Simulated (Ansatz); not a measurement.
Input and command of a plane-wave DFT calculation in Ansatz:

```yaml
crystal:
  lattice:
    - [3.560232814, 0.0, 0.0]
    - [-1.780116407, 3.0832520603, 0.0]
    - [0.0, 0.0, 17.52405782]
  atoms:
    - { symbol: Te, position: [0.2832082935, 0.6299725908, 0.89785545] }
    - { symbol: Te, position: [0.3333333333, 0.6666666667, 0.10214455] }
    - { symbol: Mo, position: [0.0, 0.0, 0.0] }
basis:
  ecutwfc: 420
kpoints:
  mp_grid: { grid: [12, 12, 2] }
hamiltonian:
  xc: lda
scf:
  occupations: { method: gaussian, width: 0.05 }
output:
  forces: true
  stress: true
  eigenvalues: true
```

```bash
ansatz run input.yaml --threads 2 --pin off --max-ram 5120MiB --backend cpu --events-out ev --progress --plain --runs-dir out
```

Processor: Arm Neoverse V2, 2 threads, on a host shared with other jobs.

Estimate time, memory and problem size.

About 22 s on 2 threads of Arm Neoverse V2, on a shared host, peak memory 0.79 GiB. It solves 28 bands at 148 k points (the mesh reduced by symmetry) with about 3701 plane waves, in 8 SCF iterations.
